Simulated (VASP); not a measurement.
# Rh (Fm-3m) in VASP: settings compared

The runs below take Rh through relaxation of cell and atoms, relaxation of the atoms, with r2SCAN, LDA.

All numbers are computed with VASP 6.6.1; they aren't measurements. Logs are shortened: lines on timing, memory, paths and dates and some standing lists are left out, and cuts for length are marked.

### Step 1. The structure

It takes space group Fm-3m (No. 225, cubic). Conventional cell: a = 3.796 Å, b = 3.796 Å, c = 3.796 Å, α = 90.00°, β = 90.00°, γ = 90.00°. Rh (site symmetry m-3m) is surrounded by 12 Rh at 2.68 Å.

### Step 2. Relaxation of cell and atoms, r2SCAN

Input file INCAR:

```
SYSTEM = Rh
PREC = Accurate
ENCUT = 600
EDIFF = 1E-6
ISMEAR = 1
SIGMA = 0.1
LREAL = .False.
LASPH = .True.
NELM = 80
ALGO = Normal
ISIF = 3
LWAVE = .False.
LCHARG = .False.
METAGGA = R2SCAN
LMIXTAU = .True.
IBRION = 2
NSW = 90
EDIFFG = -0.01
```

Input file KPOINTS:

```
regular mesh
0
Gamma
  16 16 16
  0 0 0
```

Input file POSCAR:

```
Rh
1.0
    0.0000000000      1.8978500000      1.8978500000
    1.8978500000      0.0000000000      1.8978500000
    1.8978500000      1.8978500000      0.0000000000
Rh
1
Direct
    0.0000000000      0.0000000000      0.0000000000
```

Potentials or basis: VASP PAW PBE potentials, release 64 (Rh_pv).

Started as:

```bash
> cat potpaw_PBE.64/Rh_pv/POTCAR > POTCAR
> mpirun -np 1 vasp_std > vasp.out
```

OUTCAR:

```text
SYSTEM = Rh
   PREC = Accurate
   ENCUT = 600
   EDIFF = 1E-6
   ISMEAR = 1
   LREAL = .False.
   LASPH = .True.
   NELM = 80
   ISIF = 3
   METAGGA = R2SCAN
   IBRION = 2
   NSW = 90
   EDIFFG = -0.01

 ion  position               nearest neighbor table
   1  0.000  0.000  0.000-

  LATTYP: Found a face centered cubic cell.
 ALAT       =     3.7957000000

  Lattice vectors:

 A1 = (   0.0000000000,   1.8978500000,   1.8978500000)
 A2 = (   1.8978500000,   0.0000000000,   1.8978500000)
 A3 = (   1.8978500000,   1.8978500000,   0.0000000000)

Analysis of symmetry for initial positions (statically):
=====================================================================
 Subroutine PRICEL returns:
 Original cell was already a primitive cell.

 Routine SETGRP: Setting up the symmetry group for a
 face centered cubic supercell.

 Subroutine GETGRP returns: Found 48 space group operations
 (whereof 48 operations were pure point group operations)
 out of a pool of 48 trial point group operations.

The static configuration has the point symmetry O_h .

Analysis of symmetry for dynamics (positions and initial velocities):
=====================================================================
 Subroutine PRICEL returns:
 Original cell was already a primitive cell.

 Routine SETGRP: Setting up the symmetry group for a
 face centered cubic supercell.

 Subroutine GETGRP returns: Found 48 space group operations
 (whereof 48 operations were pure point group operations)
 out of a pool of 48 trial point group operations.

The dynamic configuration has the point symmetry O_h .

 Subroutine INISYM returns: Found 48 space group operations
 (whereof 48 operations are pure point group operations),
 and found     1 'primitive' translations

----------------------------------------------------------------------------------------

                                     Primitive cell

  volume of cell :      13.6715

  direct lattice vectors                    reciprocal lattice vectors
     0.000000000  1.897850000  1.897850000    -0.263456016  0.263456016  0.263456016
     1.897850000  0.000000000  1.897850000     0.263456016 -0.263456016  0.263456016
     1.897850000  1.897850000  0.000000000     0.263456016  0.263456016 -0.263456016

  length of vectors
     2.683965209  2.683965209  2.683965209     0.456319205  0.456319205  0.456319205

[... 99 lines left out ...]
  volume/ion in A,a.u.               =      13.67        92.26
  Fermi-wavevector in a.u.,A,eV,Ry     =   1.688496  3.190795 38.790465  2.851019
  Thomas-Fermi vector in A             =   2.770792
   LORBIT       =      0    0 simple, 1 ext, 2 COOP (PROOUT), +10 PAW based schemes
   METAGGA = R2SCAN    functional components
   LHFCALC =     F    Hartree Fock is set to
   AEXX    =    0.0000 exact exchange contribution
   IVDW    =     0    specifies the selected vdW correction
   LEPSILON=     F    determine dielectric tensor
   LRPA    =     F    only Hartree local field effects (RPA)
 conjugate gradient relaxation of ions
 non-spin polarized calculation
 Methfessel and Paxton  Order N= 1 SIGMA  =   0.10
  energy-cutoff  :      600.00
  volume of cell :       13.67
 maximum number of plane-waves:       469
 NGX is ok and might be reduce to    24
   NGX = 11   NGY = 11   NGZ = 11

--------------------------------------- Ionic step        1  -------------------------------------------

 number of electron      15.0000002 magnetization

 Free energy of the ion-electron system (eV)
  ---------------------------------------------------
  ext. energy  EPLUGINS =         0.00000000
  ---------------------------------------------------
  free energy    TOTEN  =       -24.13518416 eV

  energy without entropy =      -24.13444636  energy(sigma->0) =      -24.13493823

------------------------ aborting loop because EDIFF is reached ----------------------------------------

  FORCE on cell =-STRESS in cart. coord.  units (eV):
  Direction    XX          YY          ZZ          XY          YZ          ZX
  --------------------------------------------------------------------------------------
  -------------------------------------------------------------------------------------
  Total        0.1865549      0.1865549      0.1865549      0.0000000     -0.0000000      0.0000000
  in kB       21.8625947     21.8625947     21.8625947      0.0000000     -0.0000000      0.0000000
  external PRESSURE =      21.8625947 kB  Pullay stress =       0.0000000 kB
[... 57 lines left out ...]
--------------------------------------- Ionic step        3  -------------------------------------------

 number of electron      15.0000002 magnetization

 Free energy of the ion-electron system (eV)
  ---------------------------------------------------
  ext. energy  EPLUGINS =         0.00000000
  ---------------------------------------------------
  free energy    TOTEN  =       -24.13583938 eV

  energy without entropy =      -24.13510268  energy(sigma->0) =      -24.13559381

 E-fermi :  11.6764     XC(G=0): -15.1910

 val. band max:       11.6591713986   @ k =   0.5000   0.3125   0.1250
 cond. band min:      11.6809779547   @ k =   0.4375   0.1250   0.0625
 fundamental gap:      0.0218065562
 Fermi energy:        11.6764346023

 k-point     1 :       0.0000    0.0000    0.0000
  band No.  band energies     occupation
      1     -36.0801      2.00000
      2     -36.0801      2.00000
      3     -36.0801      2.00000
      4       3.5358      2.00000
      5       8.5399      2.00000
      6       8.5399      2.00000
      7       8.5399      2.00000
      8      10.6339      2.00000
      9      10.6339      2.00000
     10      28.4181      0.00000
     11      29.0983      0.00000
[... 309 lines left out ...]
 k-point    24 :      -0.0625    0.0625    0.0000
  band No.  band energies     occupation
      1     -36.1542      2.00000
      2     -36.1024      2.00000
      3     -36.0859      2.00000
      4       3.9662      2.00000
      5       8.3315      2.00000
      6       8.6914      2.00000
      7       8.7408      2.00000
      8      10.4423      2.00000
      9      10.6614      2.00000
     10      29.0153      0.00000
     11      29.0982      0.00000

 [... further k-points ...]

------------------------ aborting loop because EDIFF is reached ----------------------------------------

  FORCE on cell =-STRESS in cart. coord.  units (eV):
  Direction    XX          YY          ZZ          XY          YZ          ZX
  --------------------------------------------------------------------------------------
  -------------------------------------------------------------------------------------
  Total       -0.0003636     -0.0003636     -0.0003636      0.0000000      0.0000000      0.0000000
  in kB       -0.0422960     -0.0422960     -0.0422960      0.0000000      0.0000000      0.0000000
  external PRESSURE =      -0.0422960 kB  Pullay stress =       0.0000000 kB
[... 16 lines left out ...]
  FREE ENERGIE OF THE ION-ELECTRON SYSTEM (eV)
  ---------------------------------------------------
  free  energy   TOTEN  =       -24.1358393763 eV

  energy  without entropy=      -24.1351026820  energy(sigma->0) =      -24.13559381

 reached required accuracy - stopping structural energy minimisation
```

OSZICAR:

```text
N       E                     dE             d eps       ncg     rms          rms(c)
DAV:   1     0.109291658746E+03    0.10929E+03   -0.10350E+04  3190   0.166E+03
DAV:   2    -0.273447635067E+02   -0.13664E+03   -0.13105E+03  3253   0.422E+02
DAV:   3    -0.290951172911E+02   -0.17504E+01   -0.17282E+01  3754   0.542E+01
[... 28 lines left out ...]
DAV:   4    -0.241347414680E+02   -0.56203E-03   -0.31744E-03  3388   0.826E-01    0.191E-01
DAV:   5    -0.241358216642E+02   -0.10802E-02   -0.14554E-03  3511   0.582E-01    0.244E-02
DAV:   6    -0.241357758423E+02    0.45822E-04   -0.14318E-04  3574   0.159E-01    0.239E-02
DAV:   7    -0.241358335608E+02   -0.57719E-04   -0.29801E-05  3475   0.748E-02    0.157E-02
DAV:   8    -0.241358392914E+02   -0.57306E-05   -0.57714E-06  3601   0.345E-02    0.160E-03
DAV:   9    -0.241358393763E+02   -0.84858E-07   -0.60183E-07  1891   0.118E-02
   3 F= -.24135839E+02 E0= -.24135594E+02  d E =-.655213E-03
```

CONTCAR:

```text
Rh
   1.00000000000000
     0.0000000000000000    1.9025201665367864    1.9025201665367864
     1.9025201665367864   -0.0000000000000000    1.9025201665367864
     1.9025201665367864    1.9025201665367864    0.0000000000000000
  Rh
     1
Direct
     0.0000000000000000    0.0000000000000000    0.0000000000000000

  0.00000000E+00  0.00000000E+00  0.00000000E+00
```

Wall time 2.2 min (1 thread of Intel Xeon Platinum 8488C (Sapphire Rapids), shared host); peak memory 0.17 GiB.

Results:

- Free energy: -24.1358 eV
- Relaxed volume: 13.77 Å³/atom
- Relaxed cell: a = 2.691 Å, b = 2.691 Å, c = 2.691 Å, α = 60.00°, β = 60.00°, γ = 60.00°
- Space group after relaxing (to 0.05 Å): Fm-3m (No. 225)
- Energy gained by relaxing: 0.7 meV/atom
- Ionic steps: 3
- Pressure after relaxing: 0.0 GPa
- Band gap on the k mesh: none (metal or under the smearing width)

Step by step:
| step | energy change (eV) | largest force (eV/Å) | pressure (GPa) | volume (Å³) |
| --- | --- | --- | --- | --- |
| 1 | 0.0000 | 0.0000 | 2.19 | 13.67 |
| 2 | 0.0039 | 0.0000 | -5.23 | 14.04 |
| 3 | -0.0007 | 0.0000 | 0.00 | 13.77 |

Final structure:
```xyz
1
Lattice="0.0000 1.9025 1.9025 1.9025 0.0000 1.9025 1.9025 1.9025 0.0000" Properties=species:S:1:pos:R:3 pbc="T T T"
Rh    0.0000    0.0000    0.0000
```

Caveat: the PAW data sets were made with another functional, which shifts forces and pressure a little. Zero-point motion and thermal expansion aren't in these numbers.

### Step 3. Relaxation of cell and atoms, r2SCAN

This run uses another cell than the first one, of 13.77 Å³/atom, 1.007 times its volume.

INCAR, as its differences from that of step 2:

```diff
@@ -3,3 +3,3 @@
 ENCUT = 600
-EDIFF = 1E-6
+EDIFF = 1E-7
 ISMEAR = 1
@@ -17,2 +17,2 @@
 NSW = 90
-EDIFFG = -0.01
+EDIFFG = -0.005
```

KPOINTS is that of step 2.

Input file POSCAR:

```
Rh                                      
1.0
    0.0000000000      1.9025201665      1.9025201665
    1.9025201665     -0.0000000000      1.9025201665
    1.9025201665      1.9025201665      0.0000000000
  Rh            
     1
Direct
     0.0000000000000000    0.0000000000000000    0.0000000000000000
```

Potentials or basis: VASP PAW PBE potentials, release 64 (Rh_pv).

Started as:

```bash
> cat potpaw_PBE.64/Rh_pv/POTCAR > POTCAR
> mpirun -np 1 vasp_std > vasp.out
```

Run time: 62 s. Hardware: 1 thread of Intel Xeon Platinum 8488C (Sapphire Rapids), shared host; peak memory 0.16 GiB.

Results (log left out):

```
Free energy             : -24.1359 eV
Pressure after relaxing : 0.0 GPa
Band gap on the k mesh  : none (metal or under the smearing width)
```

Final structure:
```
Rh
1.0
     0.00000    1.90252    1.90252
     1.90252    0.00000    1.90252
     1.90252    1.90252    0.00000
Rh
1
Cartesian
  0.0000 0.0000 0.0000
```

Levels at points of the mesh, in eV from the Fermi level:
```
           k point  band 3  band 4  band 5  band 6  band 7  band 8  band 9  band 10  band 11
(0.00, 0.00, 0.00)  -47.76   -8.14   -3.14   -3.14   -3.14   -1.04   -1.04    16.74    17.42
(0.50, 0.00, 0.00)  -47.86   -6.30   -3.25   -3.25    0.61    0.61    0.93     9.09    16.30
(0.50, 0.50, 0.00)  -48.04   -6.50   -6.13    0.54    1.07    1.07    3.51    12.88    14.02
```

Caveat: the relaxation stopped at its first step, so nothing moved; the PAW data sets were made with another functional, which shifts forces and pressure a little.

[end of part 1 of 2]
